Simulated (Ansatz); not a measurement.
## Se (omega (AlB2-type)): energy against volume

Computed with DFT, PBE, plane waves (420 eV) with PAW, scalar-relativistic (Ansatz).

The cell is scaled uniformly from the relaxed one, with fractional coordinates and shape fixed. Energies are extrapolated to zero smearing, pressures are those at the given smearing. Magnetic state: spin not included.

A Birch-Murnaghan fit gives V₀ = 21.20 Å³/atom, B₀ = 67 GPa, B₀′ = 4.7.

Q: What are the energy above the minimum and the pressure at 19.550 Å³/atom?

A: 31.4 meV/atom and 6.72 GPa as computed.

Q: What are the energy above the minimum and the pressure at 22.950 Å³/atom?

A: 26.3 meV/atom and -4.32 GPa as computed.

Q: What are the energy above the minimum and the pressure at 23.800 Å³/atom?

A: 54.0 meV/atom and -5.82 GPa as computed.
